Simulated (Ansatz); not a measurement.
# Bi (P2/m) in Ansatz: notebook

The runs below take Bi through single point, equation of state, with LDA.

All numbers are computed with Ansatz 0.2.0; they aren't measurements. Logs are shortened: lines on timing, memory, paths and dates and some standing lists are left out, and cuts for length are marked.

### Step 1. The structure

Symmetry: P2/m, No. 10, monoclinic system. Conventional cell: a = 3.238 Å, b = 3.222 Å, c = 6.444 Å, α = 90.00°, β = 90.72°, γ = 90.00°. Bi (site symmetry m) is surrounded by 6 Bi at 3.22 to 3.24 Å.

This isn't the form of Bi at room conditions, which is rhombohedral.

### Step 2. Single point, LDA, 31.60 Å³/atom (volume scaled by 0.94)

input.yaml reads:

```yaml
crystal:
  lattice:
    - [3.1722683854, 0.0, 0.0]
    - [0.0, 3.1558770435, 0.0]
    - [-0.0788124821, 0.0, 6.312343943]
  atoms:
    - { symbol: Bi, position: [0.54424725, 0.0, 0.74957789] }
    - { symbol: Bi, position: [0.45575275, 0.0, 0.25042211] }
kpoints:
  mp_grid: { grid: [8, 8, 4] }
scf:
  occupations: { method: fermi_dirac, width: 0.05 }
hamiltonian:
  xc: lda
  pseudopotentials: { kind: all_electron, lapw: { basis_error: 0.001 } }
output:
  forces: true
  stress: true
  eigenvalues: true
```

Potentials or basis: all-electron LAPW, scalar-relativistic.

Run with:

```console
$ ansatz run input.yaml --threads 1 --pin off --max-ram 3072MiB --backend cpu --events-out ev --progress --plain --runs-dir out
```

The program printed:

```text
Warning: RAYON_NUM_THREADS=1 ignored (pool sized by the plan → 1); use --threads N
LAPW: plane waves up to 7.225 Å⁻¹, error target 1.0e-3 eV per atom; small_component_spin mean_spin; Bi in spheres of 1.578 Å, 37 of its electrons in bands, Dirac shells [] (how accurate: hamiltonian.pseudopotentials.lapw.basis_error, Limitations)
Engine: ansatz 0.2.0, aarch64-unknown-linux-gnu
Pseudopotentials: kind: all_electron
Pseudopotential: Bi, LAPW, valence charge 37, lapw/all_electron/scalar/gaussian/Bi, Koelling and Harmon's equation, gaussian nucleus
Functional definition: SPW92
  exchange = slater_x
  correlation = pw_c
Crystal: 2 atoms, lattice volume = 63.195 Å³
Basis set: ecut = 198.86144447996665 eV, 401 PW (Γ), exchange–correlation at level 2
Bands: 45, of which v1, the nominal top of the filled ones, is band 37 counted from 1 (36 counted from 0)
Symmetry: 4 space group operations
Space group: P2/m (ITA 10), of the structure as read, at distance tolerance 4.0e-5 Å
k-points: 90 of 256
Non-local potential: Bi, projectors of the file, none
Initial density: superposition of atomic densities (chi_scale 0.1, normalization cell)
Initial wavefunctions: plane waves of lowest kinetic energy (no species holds an atomic orbital)
Functional: x = slater, c = lda
iter 1 solved again at ethr=3.36e-5 eV; its pass at ethr=1.00e-1 eV (dr2=2.49e-2 eV) is discarded
SCF iter   1: F=—  HF=-1170790.963735 eV  |F-HF|=—  |Δ(HF+E_count)|=         —  Δρ=7.18e-3  dr2=2.49e-2  ethr=3.36e-5  ⟨swp⟩=3.3  Hψ=25827  notcnv=0
preconditioner: auto → LDOS  [metal: Δε(μ)=0.012 eV  Ē_g=23.366 eV  σ=0.050 eV  W_gap=0.06  n_scr=18 (ndim 8)  ℏωp=25.6 eV  f_vac=0.111  D(μ)=1.83/eV (n_scr^D=16)  β→1.0]
iter 2 solved again at ethr=9.98e-7 eV; its pass at ethr=3.36e-5 eV (dr2=7.39e-4 eV) is discarded
SCF iter   2: F=—  HF=-1170790.957111 eV  |F-HF|=—  |Δ(HF+E_count)|=   6.62e-3  Δρ=1.55e-3  dr2=7.39e-4  ethr=9.98e-7  ⟨swp⟩=2.0  Hψ=20027  notcnv=0
SCF iter   3: F=—  HF=-1170790.952676 eV  |F-HF|=—  |Δ(HF+E_count)|=   4.43e-3  Δρ=6.02e-4  dr2=1.89e-4  ethr=9.98e-7  ⟨swp⟩=3.0  Hψ=12168  notcnv=0
SCF iter   4: F=—  HF=-1170790.951196 eV  |F-HF|=—  |Δ(HF+E_count)|=   1.48e-3  Δρ=2.18e-4  dr2=3.31e-5  ethr=2.55e-7  ⟨swp⟩=2.0  Hψ=11812  notcnv=0
SCF iter   5: F=—  HF=-1170790.951098 eV  |F-HF|=—  |Δ(HF+E_count)|=   9.78e-5  Δρ=7.38e-5  dr2=4.70e-6  ethr=4.47e-8  ⟨swp⟩=2.0  Hψ=11811  notcnv=0
SCF iter   6: F=—  HF=-1170790.951095 eV  |F-HF|=—  |Δ(HF+E_count)|=   3.51e-6  Δρ=1.21e-5  dr2=1.66e-7  ethr=6.35e-9  ⟨swp⟩=2.0  Hψ=11811  notcnv=0
SCF iter   7: F=-1170790.951095 eV  HF=-1170790.951095 eV  |F-HF|=6.98e-10  |Δ(HF+E_count)|=   4.05e-8  Δρ=1.46e-6  dr2=1.74e-9  ethr=2.24e-10  ⟨swp⟩=2.0  Hψ=11811  notcnv=0
SCF 1 converged in 7 iterations: F = -1170790.951095 eV  dr2 = 1.74e-9
SCF converged after 7 iterations
Free energy (F): -1170790.951095 eV
Harris-Foulkes:  -1170790.951095 eV  (|F-HF|=6.98e-10)
Internal energy: -1170790.937189 eV  (E = F + TS)
E sigma→0 (E₀):  -1170790.944142 eV
Entropy (-TS):   -0.013906 eV (-6.953 meV/atom)
Fermi energy:    15.043340 eV
--- Per-component energies (eV) ---
  E_band       = -5260.307313
  E_kinetic    = 1354959.275058
  E_xc         = -20986.199700
  E_electrostatic = -2504764.012546  (all electrons and nuclei)
  E_smearing   = -0.013906  (= −TS)
  E_closure    = 0.000000  (closes the sum)
  E_atoms      = -1170781.911267  (free atoms, spherical and without spin; not in F)
  Σ components = -1170790.951095   (vs F -1170790.951095, Δ=0.00e0)
  Basis errors (estimates in eV, not in F): energy 3.2e-4 per atom: plane waves 3.2e-4 (1.7e-4 summed), levels above the bands 2.7e-73, relativity 1.0e-8, radial functions 6.4e-6, core shells 1.4e-8; eigenvalues (radial functions only) 4.3e-6; not estimated: angular momenta, meshes, grids; target (lapw.basis_error) 1.0e-3; muffin-tin radii Bi 1.578 Å
--- Forces (eV/Å), atoms counted from 1 ---
  atom   1  Bi     0.00907880     0.00000000    -0.00624837
  atom   2  Bi    -0.00907880    -0.00000000     0.00624837
  max |Σ_I F_I| component: 8.67e-19 eV/Å
--- Stress (GPa, compression-positive) ---
        1.631761       0.000000      -0.169524
        0.000000       2.506621      -0.000000
       -0.169524      -0.000000       1.353399
  P = ⅓ Tr σ = 1.8306 GPa (18.306 kbar)
--- Band table (eV; the first three rows and the last of 90) ---
  k-point 0: bands = ["-138.1046", "-138.1045", "-133.3421", "-133.3421", "-133.3419", "-133.3419", "-133.3417", "-133.3417", "-133.3414", "-133.3414", "-133.3409", "-133.3409", "-133.3401", "-133.3401", "-133.3399", "-133.3399", "-76.2263", "-76.2217", "-76.2198", "-76.2196", "-76.2183", "-76.2180", "-7.9257", "-7.9116", "-7.9039", "-7.6022", "-7.6004", "-7.5871", "-7.5058", "-7.4942", "-7.4924", "-7.4847", "1.3537", "3.5293", "9.6175", "18.3971", "18.4404", "18.4592", "20.1505", "20.5948", "21.9588", "23.2923", "23.4489", "25.0522", "25.5289"]
  k-point 1: bands = ["-138.1046", "-138.1045", "-133.3421", "-133.3421", "-133.3419", "-133.3419", "-133.3417", "-133.3417", "-133.3414", "-133.3414", "-133.3409", "-133.3409", "-133.3401", "-133.3401", "-133.3399", "-133.3399", "-76.2257", "-76.2224", "-76.2197", "-76.2196", "-76.2182", "-76.2180", "-7.9196", "-7.9066", "-7.8691", "-7.6405", "-7.5867", "-7.5839", "-7.5145", "-7.5106", "-7.4912", "-7.4854", "1.5684", "3.0368", "10.6608", "16.1861", "18.6262", "18.7009", "19.8488", "20.1749", "22.5558", "23.4701", "23.9565", "24.6057", "25.4606"]
  k-point 2: bands = ["-138.1046", "-138.1046", "-133.3421", "-133.3421", "-133.3419", "-133.3419", "-133.3417", "-133.3417", "-133.3414", "-133.3414", "-133.3409", "-133.3409", "-133.3401", "-133.3401", "-133.3399", "-133.3399", "-76.2241", "-76.2240", "-76.2197", "-76.2196", "-76.2181", "-76.2181", "-7.9134", "-7.9126", "-7.7624", "-7.7517", "-7.5504", "-7.5499", "-7.5473", "-7.5439", "-7.4884", "-7.4880", "2.1718", "2.1979", "13.0988", "13.1308", "19.1416", "19.2398", "19.3473", "19.3677", "23.0353", "23.1103", "23.8372", "23.8893", "28.4585"]
  k-point 89: bands = ["-138.1044", "-138.1044", "-133.3421", "-133.3421", "-133.3419", "-133.3419", "-133.3417", "-133.3417", "-133.3414", "-133.3414", "-133.3409", "-133.3409", "-133.3401", "-133.3401", "-133.3399", "-133.3399", "-76.2243", "-76.2240", "-76.2235", "-76.2230", "-76.2229", "-76.2228", "-7.7404", "-7.7395", "-7.6770", "-7.6719", "-7.6658", "-7.6615", "-7.5367", "-7.5247", "-7.3442", "-7.3438", "6.4690", "6.5139", "12.4165", "12.4361", "12.4514", "12.4638", "17.4064", "17.5171", "18.4366", "18.4649", "23.1422", "23.1659", "23.1853"]
```

It took 31 s on 1 thread of Arm Neoverse V2, shared host; peak memory 0.46 GiB.

Results:

- Free energy: -1170790.9511 eV
- Pressure: 1.8 GPa
- Largest force: 0.011 eV/Å
- Band gap on the k mesh: none (metal or under the smearing width)

Caveat: spin-orbit coupling is left out, which moves the levels of the heavy elements.

### Step 3. Single point, LDA, 32.27 Å³/atom (volume scaled by 0.96)

Edit input.yaml of step 2 so:

```diff
@@ -2,5 +2,5 @@
   lattice:
-    - [3.1722683854, 0.0, 0.0]
-    - [0.0, 3.1558770435, 0.0]
-    - [-0.0788124821, 0.0, 6.312343943]
+    - [3.1946090396, 0.0, 0.0]
+    - [0.0, 3.178102262, 0.0]
+    - [-0.0793675179, 0.0, 6.356798534]
   atoms:
```

Potentials or basis: all-electron LAPW, scalar-relativistic.

Run with:

```console
$ ansatz run input.yaml --threads 1 --pin off --max-ram 3072MiB --backend cpu --events-out ev --progress --plain --runs-dir out
```

It took 31 s on 1 thread of Arm Neoverse V2, shared host; peak memory 0.46 GiB.

The run converged. Its results:

* Free energy: -1170790.9608 eV
* Pressure: 0.5 GPa
* Largest force: 0.010 eV/Å
* Band gap on the k mesh: none (metal or under the smearing width)

Caveat: spin-orbit coupling is left out, which moves the levels of the heavy elements.

### Step 4. Single point, LDA, 32.94 Å³/atom (volume scaled by 0.98)

Edit input.yaml of step 3 so:

```diff
@@ -2,5 +2,5 @@
   lattice:
-    - [3.1946090396, 0.0, 0.0]
-    - [0.0, 3.178102262, 0.0]
-    - [-0.0793675179, 0.0, 6.356798534]
+    - [3.2166415224, 0.0, 0.0]
+    - [0.0, 3.2000209013, 0.0]
+    - [-0.0799148974, 0.0, 6.4006399093]
   atoms:
```

Run with:

```console
$ ansatz run input.yaml --threads 1 --pin off --max-ram 3072MiB --backend cpu --events-out ev --progress --plain --runs-dir out
```

Run time: 30 s. Hardware: 1 thread of Arm Neoverse V2, shared host; peak memory 0.46 GiB.

It converged, with:

```yaml
Free_energy: -1170790.9600 eV
Pressure: -0.7 GPa
Largest_force: 0.013 eV/Å
Band_gap_on_the_k_mesh: none (metal or under the smearing width)
```

Caveat: spin-orbit coupling is left out, which moves the levels of the heavy elements.

### Step 5. Single point, LDA, 33.61 Å³/atom

Edit input.yaml of step 4 so:

```diff
@@ -2,5 +2,5 @@
   lattice:
-    - [3.2166415224, 0.0, 0.0]
-    - [0.0, 3.2000209013, 0.0]
-    - [-0.0799148974, 0.0, 6.4006399093]
+    - [3.238376246, 0.0, 0.0]
+    - [0.0, 3.22164332, 0.0]
+    - [-0.0804548793, 0.0, 6.4438887882]
   atoms:
```

Run with:

```console
$ ansatz run input.yaml --threads 1 --pin off --max-ram 3072MiB --backend cpu --events-out ev --progress --plain --runs-dir out
```

It took 28 s on 1 thread of Arm Neoverse V2, shared host; peak memory 0.46 GiB.

Results (log left out):

* Free energy: -1170790.9499 eV
* Pressure: -1.7 GPa
* Largest force: 0.018 eV/Å
* Band gap on the k mesh: none (metal or under the smearing width)

Caveat: spin-orbit coupling is left out, which moves the levels of the heavy elements.

### Step 6. Single point, LDA, 34.29 Å³/atom (volume scaled by 1.02)

Edit input.yaml of step 5 so:

```diff
@@ -2,5 +2,5 @@
   lattice:
-    - [3.238376246, 0.0, 0.0]
-    - [0.0, 3.22164332, 0.0]
-    - [-0.0804548793, 0.0, 6.4438887882]
+    - [3.2598230713, 0.0, 0.0]
+    - [0.0, 3.242979328, 0.0]
+    - [-0.0809877086, 0.0, 6.4865647921]
   atoms:
```

Potentials or basis: all-electron LAPW, scalar-relativistic.

Run with:

```console
$ ansatz run input.yaml --threads 1 --pin off --max-ram 3072MiB --backend cpu --events-out ev --progress --plain --runs-dir out
```

It took 28 s on 1 thread of Arm Neoverse V2, shared host; peak memory 0.46 GiB.

Results (log left out):

```yaml
Free_energy: -1170790.9316 eV
Pressure: -2.6 GPa
Largest_force: 0.023 eV/Å
Band_gap_on_the_k_mesh: none (metal or under the smearing width)
```

Caveat: spin-orbit coupling is left out, which moves the levels of the heavy elements.

### Step 7. Single point, LDA, 34.96 Å³/atom (volume scaled by 1.04)

Edit input.yaml of step 6 so:

```diff
@@ -2,5 +2,5 @@
   lattice:
-    - [3.2598230713, 0.0, 0.0]
-    - [0.0, 3.242979328, 0.0]
-    - [-0.0809877086, 0.0, 6.4865647921]
+    - [3.2809913467, 0.0, 0.0]
+    - [0.0, 3.2640382254, 0.0]
+    - [-0.0815136175, 0.0, 6.5286865229]
   atoms:
```

Run with:

```console
$ ansatz run input.yaml --threads 1 --pin off --max-ram 3072MiB --backend cpu --events-out ev --progress --plain --runs-dir out
```

It took 31 s on 1 thread of Arm Neoverse V2, shared host; peak memory 0.46 GiB.

It converged, with:

| Quantity | Value |
| --- | --- |
| Free energy | -1170790.9059 eV |
| Pressure | -3.5 GPa |
| Largest force | 0.029 eV/Å |
| Band gap on the k mesh | none (metal or under the smearing width) |

Caveat: spin-orbit coupling is left out, which moves the levels of the heavy elements.

### Step 8. Single point, LDA, 35.63 Å³/atom (volume scaled by 1.06)

Edit input.yaml of step 7 so:

```diff
@@ -2,5 +2,5 @@
   lattice:
-    - [3.2809913467, 0.0, 0.0]
-    - [0.0, 3.2640382254, 0.0]
-    - [-0.0815136175, 0.0, 6.5286865229]
+    - [3.3018899442, 0.0, 0.0]
+    - [0.0, 3.2848288383, 0.0]
+    - [-0.0820328266, 0.0, 6.5702716347]
   atoms:
```

Run with:

```console
$ ansatz run input.yaml --threads 1 --pin off --max-ram 3072MiB --backend cpu --events-out ev --progress --plain --runs-dir out
```

Run time: 31 s. Hardware: 1 thread of Arm Neoverse V2, shared host; peak memory 0.46 GiB.

It converged, with:

| Item | Value |
| --- | --- |
| Free energy | -1170790.8737 eV |
| Pressure | -4.2 GPa |
| Largest force | 0.034 eV/Å |
| Band gap on the k mesh | none (metal or under the smearing width) |

Caveat: spin-orbit coupling is left out, which moves the levels of the heavy elements.

### Step 9. Equation of state, LDA

Potentials or basis: all-electron LAPW, scalar-relativistic.

This step only gathers the single runs of the series.

Results:

```
Equilibrium volume                        : 32.55 Å³/atom
Bulk modulus at fixed shape and positions : 57 GPa
Pressure derivative of the bulk modulus   : 4.7
```

Energy against volume, from the lowest point:
```tsv
volume (Å³/atom)	energy (meV/atom)
31.597	4.84
32.270	0.00
32.942	0.39
33.614	5.43
34.286	14.61
34.959	27.45
35.631	43.56
```

Caveat: the cell was scaled at fixed shape and fractional positions, which overstates the stiffness of a crystal with free parameters, most of all of layers and chains; spin-orbit coupling is left out, which moves the levels of the heavy elements.
